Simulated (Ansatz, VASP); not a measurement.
## Two plane-wave programs on V

Contents of INCAR:

```
PREC     = Accurate       # precision mode
ENCUT    = 520            # plane-wave cutoff, eV
EDIFF    = 1E-6           # SCF threshold, eV
ISMEAR   = -1             # smearing method
SIGMA    = 0.1            # smearing width, eV
LREAL    = False          # projectors in reciprocal space
LASPH    = True           # aspherical terms in the spheres
NELM     = 60             # most SCF steps
ALGO     = Normal         # electronic algorithm
ISIF     = 2              # what is computed and relaxed
LWAVE    = False          # write WAVECAR
LCHARG   = True           # write CHGCAR
GGA      = B5             # functional
ALDAX    = 1.0          
AGGAX    = 1.0          
AGGAC    = 1.0          
ALDAC    = 0.0          
LELF     = True           # ELF
LVHAR    = True         
NBANDS   = 26             # bands
```

File KPOINTS:

```
regular mesh
0
Gamma
  9 9 15
```

The input POSCAR:

```
V
1.0
    4.5092890627      0.0000000000      0.0000000000
   -2.2546445314      3.9051588813      0.0000000000
    0.0000000000      0.0000000000      2.4009588991
V
3
Direct
    1.0000000000      1.0000000000      0.0000000000
    0.3333333333      0.6666666667      0.5000000000
    0.6666666667      0.3333333333      0.5000000000
```

Input for Ansatz:

```yaml
crystal:
  lattice:
    - [4.5092890627, 0.0, 0.0]
    - [-2.2546445314, 3.9051588813, 0.0]
    - [0.0, 0.0, 2.4009588991]
  atoms:
    - { symbol: V, position: [1.0, 1.0, 0.0] }
    - { symbol: V, position: [0.3333333333, 0.6666666667, 0.5] }
    - { symbol: V, position: [0.6666666667, 0.3333333333, 0.5] }
hamiltonian:
  xc: blyp
  pseudopotentials:
    kind: paw
    azcp:
      V: "pseudopotentials/V.paw.azcp"
basis:
  ecutwfc: 420
  fft_grid_basis: typed
kpoints:
  mp_grid: { grid: [9, 9, 15], shift: [0, 0, 0] }
magnetization:
  spin_polarized: false
scf:
  occupations: { method: fermi_dirac, width: 0.1 }
  lower_state_search: "off"
output:
  stress: true
  write_density: true
  write_potential: true
  elf: true
  volumetric_format: npy
```

Alike in both runs: task single point; functional BLYP; k mesh 9 × 9 × 15; occupations fermi-dirac, width 0.1 eV; no spin polarisation.

```csv
,VASP,Ansatz
version,VASP 6.6.1,Ansatz 0.2.0
potentials or method,"VASP PAW PBE potentials, release 64 (V_sv)","plane waves (420 eV) with PAW, scalar-relativistic"
plane-wave cutoff (eV),520,420
valence electrons in the cell,39,39
```

```csv
,VASP,Ansatz,Ansatz less VASP
pressure (GPa),0.2,-0.1,-0.33
largest component of the traceless stress (GPa),0.59,0.45,-0.146
```

Caveats: the PAW data sets were made with another functional, which shifts forces and pressure a little (VASP).
